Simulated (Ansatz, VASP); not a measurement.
# Re in VASP and in Ansatz

INCAR

```
SYSTEM = Re
  ALGO = Fast
  EDIFF = 1E-7
  ENCUT = 520
  GGA = PE
  ISIF = 2
  ISMEAR = -1
  LASPH = .TRUE.
  LCHARG = .FALSE.
  LREAL = .FALSE.
  LWAVE = .FALSE.
  NBANDS = 10
  NELM = 60
  PREC = Accurate
  SIGMA = 0.05
```

The input KPOINTS:

```
k-points
0
G
  12 12 12
  0 0 0
```

The input POSCAR:

```
Re
1.0
    0.0000000000      1.9880798514      1.9880798514
    1.9880798514      0.0000000000      1.9880798514
    1.9880798514      1.9880798514      0.0000000000
Re
1
Direct
    0.0000000000      0.0000000000      0.0000000000
```

input.yaml

```yaml
crystal:
  lattice:
    - [0.0, 1.9880798514, 1.9880798514]
    - [1.9880798514, 0.0, 1.9880798514]
    - [1.9880798514, 1.9880798514, 0.0]
  atoms:
    - { symbol: Re, position: [0.0, 0.0, 0.0] }
kpoints:
  mp_grid: { grid: [12, 12, 12] }
scf:
  occupations: { method: fermi_dirac, width: 0.05 }
hamiltonian:
  xc: pbe
  pseudopotentials: { kind: all_electron, lapw: { basis_error: 0.0005 } }
output:
  forces: true
  stress: true
  eigenvalues: true
```

Change from the starting cell: volume scaled by 1.02.

Alike in both runs: task single point; functional PBE; k mesh 12 × 12 × 12; occupations fermi-dirac, width 0.05 eV; no spin polarisation.

|  | VASP | Ansatz |
| --- | --- | --- |
| version | VASP 6.6.1 | Ansatz 0.2.0 |
| potentials or method | VASP PAW PBE potentials, release 64 (Re) | all-electron LAPW, scalar-relativistic |
| plane-wave cutoff (eV) | 520 | see its input |

Ansatz gave:

| Item | Value |
| --- | --- |
| gap on the k mesh at the Fermi level (eV) | none |
| pressure (GPa) | -15.0 |

Q: Estimate VASP's values.

A: gap on the k mesh at the Fermi level (eV): none; pressure (GPa): -15.9.

A gap of «none» marks a metal or a gap that the smearing closes. Ansatz ran all-electron here, so the differences hold the error of VASP's frozen core and of both bases.

Caveats: so large a pressure means that the cell lies far from this level's equilibrium, or that cutoff or potentials fall short (VASP). The runs have no spin-orbit coupling, so splittings on Re are missing.
